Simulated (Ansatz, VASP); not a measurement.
GaN in VASP and in Ansatz

```xyz
2
Lattice="0.0475 2.2965 2.2965 2.2965 0.0475 2.2965 2.2965 2.2965 0.0475" Properties=species:S:1:pos:R:3 pbc="T T T"
Ga    0.0056    0.0056    0.0056
N     1.1546    1.1546    1.1546
```

Change from the starting cell: shear_111 strain +3.2%.

Alike in both runs: task single point; functional PBE; k mesh 10 × 10 × 10; occupations fermi-dirac, width 0.02 eV; no spin polarisation.

```csv
,VASP,Ansatz
version,VASP 6.6.1,Ansatz 0.2.0
potentials or method,"VASP PAW PBE potentials, release 64 (Ga_d, N)","plane waves, PAW"
plane-wave cutoff (eV),520,420
valence electrons in the cell,18,18
```

```csv
,VASP,Ansatz,Ansatz less VASP
gap on the k mesh at the Fermi level (eV),1.47,1.47,-0.005
pressure (GPa),0.6,0.5,-0.10
largest component of the traceless stress (GPa),3.16,3.16,-0.003
rms of the force components (eV/Å),0.014,0.015,+0.0015
```

Atom by atom the forces differ by 0.001 eV/Å (rms over components). The functional is the same, so the differences come from potentials, cutoffs and numerics.
